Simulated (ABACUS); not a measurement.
Crystal: Os.

```xyz
2
Lattice="2.7341 0.0000 0.0000 -1.3671 2.3678 0.0000 0.0000 0.0000 4.3197" Properties=species:S:1:pos:R:3 pbc="T T T"
Os    1.3671    0.7893    3.2398
Os    0.0000    1.5785    1.0799
```

Base run:

- Program: ABACUS 3.10.1
- Functional: PBE
- Potentials or basis: PseudoDojo NC SR 0.4.1 PBE standard
- Cutoff: 1007 eV
- Density cutoff: 4027 eV
- Basis: plane waves
- k mesh: 11 × 11 × 6
- Occupations: fermi-dirac, width 0.05 eV
- Spin: no spin polarisation

Its results: band gap on the k mesh none (metal or under the smearing width); pressure 8.2 GPa.

Question: The run is repeated on the same cell with these changes: cutoff from 1007 eV to 1361 eV; density cutoff from 4027 eV to 5442 eV; basis from plane waves to DZP LCAO (the cutoffs set its grid). What comes out?

Answer: Band gap on the k mesh none (metal or under the smearing width); pressure 9.9 GPa.

Caveats: the atomic orbitals were generated for these runs and aren't a published set (some runs); the basis of atomic orbitals isn't converged, which shifts pressures, moduli and gaps (some runs).
